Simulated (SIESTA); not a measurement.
SiC (Moissanite 6H):

```
Si C
1.0
     3.09500    0.00000    0.00000
    -1.54750    2.68035    0.00000
     0.00000    0.00000   15.17000
Si C
6 6
Direct
  0.66667 0.33333 0.45830
  0.33333 0.66667 0.95830
  0.66667 0.33333 0.79170
  0.33333 0.66667 0.29170
  0.00000 0.00000 0.62500
  0.00000 0.00000 0.12500
  0.66667 0.33333 0.33330
  0.33333 0.66667 0.83330
  0.66667 0.33333 0.66670
  0.33333 0.66667 0.16670
  0.00000 0.00000 0.50000
  0.00000 0.00000 0.00000
```

Base run:

```yaml
Program: SIESTA 5.4.2
Functional: PBE
Potentials_or_basis: PseudoDojo 0.4 standard (PBE files)
Basis: DZ (energy shift 0.003 Ry)
Grid_cutoff: 500 Ry
Energy_shift: 0.003 Ry
k_mesh: 10 × 10 × 2
Occupations: fermi-dirac, width 0.05 eV
Spin: no spin polarisation
```

Its results: band gap on the k mesh 2.19 eV, indirect (least direct gap 3.75 eV); pressure 20.3 GPa; largest force 0.121 eV/Å.

Q: The run is repeated on the same cell with these changes: basis from DZ (energy shift 0.003 Ry) to DZP (energy shift 0.003 Ry). What comes out?

A: Band gap on the k mesh 2.02 eV, indirect (least direct gap 3.12 eV); pressure 3.1 GPa; largest force 0.139 eV/Å.

Caveats: the basis of atomic orbitals isn't converged, which shifts pressures, moduli and gaps; the basis has no polarisation orbitals (some runs); so large a pressure means that the cell lies far from this level's equilibrium, or that cutoff or potentials fall short (some runs).
